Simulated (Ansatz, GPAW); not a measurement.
**MgO: 3 runs at one level of theory**

```
CELL_PARAMETERS angstrom
0.00000 2.09700 2.09700
2.09700 0.00000 2.09700
2.09700 2.09700 0.00000
ATOMIC_POSITIONS crystal
Mg 0.00000 0.00000 0.00000
O 0.50000 0.50000 0.50000
```

The cell is a database's computed one, not the measured one.

Alike in all runs: task single point; functional PBE; k mesh 11 × 11 × 11; occupations gaussian, width 0.015 eV; no spin polarisation; no spin-orbit coupling. Pressure is positive in compression and, in plane waves, holds the error of the finite cutoff, which Ansatz's Pulay term estimates and takes out.

```csv
program and potentials,plane-wave cutoff (eV),notes,pressure (GPa)
"Ansatz, Ansatz PAW",420,Pulay term of +0.60 GPa included,6.91
"GPAW, GPAW PAW data sets (gpaw-data 1.2.1)",800,-,6.97
"Ansatz, all-electron LAPW, scalar-relativistic",-,-,6.97
```

The pressure spans 6.91 (Ansatz, Ansatz PAW) to 6.97 GPa (Ansatz, all-electron LAPW, scalar-relativistic), with all-electron results at 6.97.

Differences between rows come from potentials, basis sets and numerical settings, since the functional is the same but for its coding. Runs on potential files found faulty are left out.
